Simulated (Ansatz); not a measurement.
Input of an Ansatz 0.2.0 run:

The input input.yaml:

```yaml
crystal:
  lattice:
    - [0.0, 2.7218511865, 2.7218511865]
    - [2.7218511865, 0.0, 2.7218511865]
    - [2.7218511865, 2.7218511865, 0.0]
  atoms:
    - { symbol: Si, position: [0.5, 0.5, 0.5] }
    - { symbol: Si, position: [0.75, 0.75, 0.75] }
hamiltonian:
  xc: pbe
  pseudopotentials: { kind: paw }
kpoints:
  mp_grid: { grid: [8, 8, 8] }
scf:
  occupations: { method: gaussian, width: 0.019 }
output:
  forces: true
  stress: true
  eigenvalues: true
```

Potentials or basis: Ansatz PAW.

Run with:

```sh
$ ansatz run input.yaml --threads 2 --pin off --max-ram 5632MiB --backend cpu --events-out ev --progress --plain --runs-dir out
```

Task: Estimate the pressure.

Result: 1.3 GPa.

Task: Predict the band gap on the k mesh.

Result: 0.63 eV, indirect (least direct gap 2.56 eV).

A k mesh can miss the band edges.
